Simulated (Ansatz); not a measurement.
# Equation of state of In

```yaml
crystal:
  lattice:
    - [0.00000, 2.39561, 2.39561]
    - [2.39561, 0.00000, 2.39561]
    - [2.39561, 2.39561, 0.00000]
  atoms:
    - { symbol: In, position: [0.00000, 0.00000, 0.00000] }
```

The structure comes from a relaxation in the same program, started in the fcc type, and has space group Fm-3m. Whether it is a known phase or the ground state wasn't checked.

No spin–orbit coupling, which matters for the heavy atoms here.

Levels of theory: DFT, PBE, all-electron LAPW, scalar-relativistic (Ansatz 0.2.0); DFT, PBE, PAW with Ansatz's default frozen-core files, scalar-relativistic (Ansatz 0.2.0).

For LAPW: a Γ-centred 15×15×15 k mesh, Fermi–Dirac smearing of 0.05 eV, basis error target 0.5 meV/atom, no spin polarisation. PAW takes a cutoff of 420 eV at this cell. The Ansatz runs share mesh, smearing and spin set-up. Plane-wave (PAW) pressures include the program's estimate of the Pulay term.

The cell above is scaled evenly, with fractional coordinates and shape held.

```tsv
V/V(cell)	V (Å³/atom)	P, LAPW (GPa)	P, PAW (GPa)	free energy over the lowest listed, PAW (meV/atom)
0.9500	26.122	1.99	1.99	8.2
0.9750	26.809	0.93	0.92	1.9
1.0000	27.497	0.01	0.00	0.0
1.0250	28.184	-0.79	-0.79	1.7
1.0500	28.872	?	?	?
```

Task: Fill in the row V/V(cell) = 1.0500.

Result: P, LAPW (GPa) = -1.48, P, PAW (GPa) = -1.48, free energy over the lowest listed, PAW (meV/atom) = 6.6.

Task: What do Birch–Murnaghan fits to the pressures give?

Result: LAPW: V0 = 27.50 Å³/atom, B0 = 34 GPa, B0′ = 4.8; PAW: V0 = 27.50 Å³/atom, B0 = 34 GPa, B0′ = 4.8.

PAW's V0 lies -0.01 % from the all-electron value and its B0 0.1 %. Symmetry fixes shape and coordinates here, so this is the relaxed modulus.
